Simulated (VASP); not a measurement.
These are PBEsol GGA, VASP's PBE PAW potentials (set 64) (plane waves; VASP 6.6.1) values and carry that method's errors.

A VASP calculation is set up with these files.

**KPOINTS**
```
k-points along high-symmetry lines
10
Line-mode
Reciprocal
  0.000000   0.000000   0.000000 ! GAMMA
 -0.000000   0.500000   0.000000 ! M

 -0.000000   0.500000   0.000000 ! M
 -0.333333   0.666667   0.000000 ! K

 -0.333333   0.666667   0.000000 ! K
  0.000000   0.000000   0.000000 ! GAMMA

  0.000000   0.000000   0.000000 ! GAMMA
  0.000000   0.000000   0.500000 ! A

  0.000000   0.000000   0.500000 ! A
 -0.000000   0.500000   0.500000 ! L

 -0.000000   0.500000   0.500000 ! L
 -0.333333   0.666667   0.500000 ! H

 -0.333333   0.666667   0.500000 ! H
  0.000000   0.000000   0.500000 ! A

 -0.000000   0.500000   0.500000 ! L
 -0.000000   0.500000   0.000000 ! M

 -0.333333   0.666667   0.500000 ! H
 -0.333333   0.666667   0.000000 ! K
```

File POSCAR:
```
Li3N
1
    1.8060453801    -3.1281626268     0.0000000000
    1.8060453801     3.1281626268     0.0000000000
    0.0000000000     0.0000000000     3.8475747633
Li N
3 1
Direct
  0.3333330000   0.6666670000   0.0000000000
  0.6666670000   0.3333330000   0.0000000000
  0.0000000000   0.0000000000   0.5000000000
  0.0000000000   0.0000000000   0.0000000000
```

### INCAR
```
! general
SYSTEM = Li3N
PREC   = Accurate
ENCUT  = 520
LREAL  = .False.
LASPH  = .True.
ICHARG = 11

! electronic loop
EDIFF  = 1E-7
NELM   = 100
ALGO   = Normal

! smearing
ISMEAR = 0
SIGMA  = 0.05

! functional
GGA    = PS

! output
LWAVE  = .False.
LCHARG = .False.
LORBIT = 11
```

POTCAR, in this order: Li_sv N (PBE.64 set). Program: vasp_std. Read from the step before: CHGCAR.

Output

**OUTCAR**
```
 ion  position               nearest neighbor table
   1  0.333  0.667  0.000-   2 2.09   2 2.09   4 2.09   4 2.09   4 2.09   2 2.09
   2  0.667  0.333  0.000-   1 2.09   1 2.09   4 2.09   4 2.09   4 2.09   1 2.09
   3  0.000  0.000  0.500-   4 1.92   4 1.92
   4  0.000  0.000  0.000-   3 1.92   3 1.92   1 2.09   2 2.09   2 2.09   1 2.09   2 2.09   1 2.09
  LATTYP: Found a hexagonal cell.
 ALAT       =     3.6120909920
 C/A-ratio  =     1.0651932002
 Subroutine PRICEL returns:
 Original cell was already a primitive cell.
 Subroutine GETGRP returns: Found 24 space group operations
The static configuration has the point symmetry D_6h.
The dynamic configuration has the point symmetry D_6h.
 Subroutine INISYM returns: Found 24 space group operations
   k-points           NKPTS =     90   k-points in BZ     NKDIM =     90   number of bands    NBANDS=     11
   number of dos      NEDOS =    301   number of ions     NIONS =      4
   total plane-waves  NPLWV =  23520
   dimension x,y,z NGX =    28 NGY =   28 NGZ =   30
   dimension x,y,z NGXF=    56 NGYF=   56 NGZF=   60
   ions per type =               3   1
   PREC   = accura    normal or accurate (medium, high low for compatibility)
   ISTART =      0    job   : 0-new  1-cont  2-samecut
   ICHARG =     11    charge: 1-file 2-atom 10-const
   ISPIN  =      1    spin polarized calculation?
   LNONCOLLINEAR =      F non collinear calculations
...
```

OSZICAR:
```
       N       E                     dE             d eps       ncg     rms          rms(c)
DAV:   1     0.481942995784E+02    0.48194E+02   -0.67278E+03  1980   0.134E+03
DAV:   2    -0.664449607874E+01   -0.54839E+02   -0.51476E+02  2516   0.242E+02
DAV:   3    -0.152301839765E+02   -0.85857E+01   -0.84589E+01  3373   0.736E+01
DAV:   4    -0.157170525060E+02   -0.48687E+00   -0.48641E+00  2842   0.179E+01
DAV:   5    -0.157262635238E+02   -0.92110E-02   -0.92108E-02  2928   0.241E+00
DAV:   6    -0.157264960105E+02   -0.23249E-03   -0.23249E-03  2648   0.335E-01
DAV:   7    -0.157265023367E+02   -0.63261E-05   -0.63261E-05  3011   0.530E-02
DAV:   8    -0.157265024916E+02   -0.15492E-06   -0.15494E-06  2596   0.838E-03
DAV:   9    -0.157265024955E+02   -0.39274E-08   -0.39321E-08  1902   0.132E-03
   1 F= -.15726502E+02 E0= -.15726502E+02  d E =-.203541E-19
```

OUTCAR:
```
 val. band max:        1.3562496817   @ k =   0.0000   0.0000   0.5000

 cond. band min:       2.4369239430   @ k =   0.0000   0.0000   0.0000



 k-point     1 :       0.0000    0.0000    0.0000
  band No.  band energies     occupation
      1     -42.4665      2.00000
      2     -42.0838      2.00000
      3     -41.9811      2.00000
      4     -10.0660      2.00000
      5      -0.2416      2.00000
      6       1.1476      2.00000
      7       1.1477      2.00000
      8       2.4369      0.00000
      9       8.6494      0.00000
     10       8.6494      0.00000
     11       9.7056      0.00000

 k-point     2 :       0.0000    0.0556    0.0000
  band No.  band energies     occupation
      1     -42.4639      2.00000
      2     -42.0863      2.00000
      3     -41.9810      2.00000
      4     -10.0629      2.00000
      5      -0.2203      2.00000
      6       1.0023      2.00000
      7       1.1076      2.00000
      8       2.5739      0.00000
      9       8.6688      0.00000
     10       8.7436      0.00000
     11       9.6665      0.00000

 k-point     3 :       0.0000    0.1111    0.0000
  band No.  band energies     occupation
      1     -42.4559      2.00000
      2     -42.0938      2.00000
      3     -41.9810      2.00000
      4     -10.0539      2.00000
      5      -0.1582      2.00000
      6       0.6802      2.00000
      7       0.9963      2.00000
      8       2.8782      0.00000
      9       8.6966      0.00000
     10       9.0099      0.00000
     11       9.5545      0.00000

 k-point     4 :       0.0000    0.1667    0.0000
  band No.  band energies     occupation
      1     -42.4432      2.00000
      2     -42.1059      2.00000
      3     -41.9811      2.00000
      4     -10.0401      2.00000
      5      -0.0601      2.00000
      6       0.3102      2.00000
      7       0.8365      2.00000
      8       3.2402      0.00000
      9       8.6556      0.00000
     10       9.3840      0.00000
...
```

The density is held fixed in this step, so its total energy and stress have no physical meaning.

The compound is Li3N in the alpha structure. It was relaxed first.
